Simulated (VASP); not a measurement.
The system is ZrO2.

```
Zr O
1.0
     0.00000    2.53289    2.53289
     2.53289    0.00000    2.53289
     2.53289    2.53289    0.00000
Zr O
1 2
Direct
  0.00000 0.00000 0.00000
  0.25000 0.25000 0.25000
  0.75000 0.75000 0.75000
```

Measurements of this composition are mostly on another form, of space group No. 14.

Base run:

| Quantity | Value |
| --- | --- |
| Program | VASP 6.6.1 |
| Functional | PBEsol |
| Potentials or basis | VASP PAW PBE potentials, release 64 (Zr_sv, O_h) |
| Cutoff | 900 eV |
| k mesh | 8 × 8 × 8 |
| Occupations | gaussian, width 0.02 eV |
| Spin | no spin polarisation |

Its results: band gap on the k mesh 3.32 eV, indirect (least direct gap 3.76 eV); pressure -0.3 GPa.

Problem. The run is repeated on the same cell with these changes: potentials or basis from VASP PAW PBE potentials, release 64 (Zr_sv, O_h) to VASP PAW PBE potentials, release 64 (Zr_sv, O); cutoff from 900 eV to 520 eV; k mesh from 8 × 8 × 8 to 12 × 12 × 12. What comes out?

Solution. Band gap on the k mesh 3.32 eV, indirect (least direct gap 3.76 eV); pressure 0.2 GPa.

Caveats: the PAW data sets were made with another functional, which shifts forces and pressure a little; the cutoff is under 1.25 times the usual one of these potentials, so pressure, stress and relaxed cells hold a basis-set (Pulay) error (some runs).

A k mesh can miss the band edges.
